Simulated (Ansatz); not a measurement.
ZnS in Ansatz: the effect of exact exchange

Crystal: ZnS.

```xyz
2
Lattice="0.0000 2.7020 2.7020 2.7020 0.0000 2.7020 2.7020 2.7020 0.0000" Properties=species:S:1:pos:R:3 pbc="T T T"
Zn    4.0530    4.0530    4.0530
S     0.0000    0.0000    0.0000
```

Alike in all runs:

| Item | Value |
| --- | --- |
| Program | Ansatz 0.2.0 |
| Task | single point |
| Functional | HSE06 form with a typed share of exact exchange |
| Potentials or basis | Ansatz PAW |
| Cutoff | 420 eV (not typed: the program's choice for these potentials) |
| k mesh | 5 × 5 × 5 |
| Occupations | fermi-dirac, width 0.05 eV |
| Spin | no spin polarisation |

Q: One run gave: gap on the mesh 2.85 eV; pressure 1.2 GPa. Which exact exchange did it use?
A. 0.25
B. 0.15
C. 0.3
D. 0.2
E. 0.1

A: B.

```tsv
exact exchange	gap on the mesh (eV)	pressure (GPa)
0.05	2.35	1.5
0.1	2.60	1.4
0.15	2.85	1.2
0.2	3.10	1.1
0.25	3.36	1.0
0.3	3.62	0.8
```

Caveats: odd divisions of the mesh miss points on the zone boundary, where band edges often lie, so the gap on the mesh can be too wide; the PAW data sets come from PBE, with cores solved anew for the run's functional, which leaves a small shift of forces and pressure; the thresholds are loose for stress.

